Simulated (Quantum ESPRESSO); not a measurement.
## Au under changes of volume

One of the cells (16.855 Å³/atom); the others are scaled copies at fixed shape and fractional positions:

```
Au
1.0
     0.00000    2.03500    2.03500
     2.03500    0.00000    2.03500
     2.03500    2.03500    0.00000
Au
1
Cartesian
  0.0000 0.0000 0.0000
```

| Property | Result |
| --- | --- |
| Program | Quantum ESPRESSO 7.5 |
| Functional | N12 |
| Potentials or basis | PseudoDojo 0.4.1 SR PBE standard |
| Cutoff | 1034 eV |
| Density cutoff | 4136 eV |
| k mesh | 11 × 11 × 11 |
| Occupations | fermi-dirac, width 0.05 eV |
| Spin | no spin polarisation |

```tsv
volume (Å³/atom)	energy over the lowest point (meV/atom)	pressure (GPa)
15.843	96.50	20.6
16.181	58.48	15.2
16.518	?	?
16.855	12.82	6.4
17.192	2.82	2.8
17.529	0.00	-0.4
17.866	3.49	-3.1
```

What does the run at 16.518 Å³/atom give?

Energy over the lowest point 31.00 meV/atom; pressure 10.6 GPa.

Worked out: A Birch-Murnaghan fit of order 3 (a polynomial in V^(-2/3)) to the other rows has its minimum at 17.50 Å³/atom with B0 = V·E''(V) = 158 GPa and B' = 5.5. It gives 31.03 meV/atom at 16.518 Å³/atom, against the run's 31.00, and -dE/dV = 10.8 GPa, against 10.6.

Energies are extrapolated to zero smearing.

Caveats: the potentials were made for another functional, which shifts forces and pressure.
